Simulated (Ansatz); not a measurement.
CoO:

```
Co O
1.0
     0.00000    2.13150    2.13150
     2.13150    0.00000    2.13150
     2.13150    2.13150    0.00000
Co O
1 1
Direct
  0.00000 0.00000 0.00000
  0.50000 0.50000 0.50000
```

Base run:

```yaml
Program: Ansatz 0.2.0
Functional: LDA
Potentials_or_basis: Ansatz PAW
Cutoff: "420 eV (not typed: the program's choice for these potentials)"
k_mesh: 11 × 11 × 11
Occupations: fermi-dirac, width 0.05 eV
Spin: collinear spin, ferromagnetic start
Starting_moments: "[2.0, 0.0] μB"
```

Its results: band gap on the k mesh none (metal or under the smearing width); pressure -19.2 GPa; net moment 2.88 μB per cell; site moments Co +2.43; O +0.34 μB.

Task: The run is repeated on the same cell with these changes: functional from LDA to PBE; cutoff from 420 eV (not typed: the program's choice for these potentials) to 600 eV. What comes out?

Result: Band gap on the k mesh none (metal or under the smearing width); pressure -1.9 GPa; net moment 2.93 μB per cell; site moments Co +2.49; O +0.32 μB.

PBE binds less tightly than LDA, so the same cell stands under more pressure.

Caveats: a cell with one magnetic atom can't hold antiferromagnetic order, which such compounds often take; semilocal functionals often make such compounds metallic where correlation or magnetic order opens a gap, which also shifts bond lengths; so large a pressure means that the cell lies far from this level's equilibrium, or that cutoff or potentials fall short (some runs); the PAW data sets come from PBE, with cores solved anew for the run's functional, which leaves a small shift of forces and pressure (some runs).
